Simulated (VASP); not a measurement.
A run of VASP 6.6.1:

INCAR

```
  PREC = Accurate
  ENCUT = 520
  EDIFF = 1E-7
  ISMEAR = 0
  SIGMA = 0.1
  LREAL = F
  LASPH = T
  NELM = 120
  ALGO = Normal
  ISIF = 3
  LWAVE = F
  LCHARG = F
  GGA = PE
  IBRION = 2
  NSW = 60
  EDIFFG = -0.005
  POTIM = 0.3
```

Contents of KPOINTS:

```
Automatic mesh
0
Gamma
  10 10 10
```

Contents of POSCAR:

```
CdO                                     
1.0
   -0.0000000000      2.3910017094      2.3910017094
    2.3910017094      0.0000000000      2.3910017094
    2.3910017094      2.3910017094     -0.0000000000
  Cd              O             
     1     1
Direct
     0.0000000000000000    0.0000000000000000    0.0000000000000000
     0.5000000000000000    0.5000000000000000    0.5000000000000000
```

Potentials or basis: VASP PAW PBE potentials, release 64 (Cd, O).

Command:

```console
$ cat potpaw_PBE.64/Cd/POTCAR potpaw_PBE.64/O/POTCAR > POTCAR
$ mpirun -np 1 vasp_std > vasp.out
```

Hardware: 1 thread of Intel(R) Xeon(R) Platinum 8488C (Sapphire Rapids), with other jobs on the host.

Task: How long does it take, and how much memory?

Result: Wall time 12 s on 1 thread of Intel(R) Xeon(R) Platinum 8488C (Sapphire Rapids), on a shared host, peak memory 0.16 GiB. Counts: scf iterations 14, k points 47, ion steps 1.
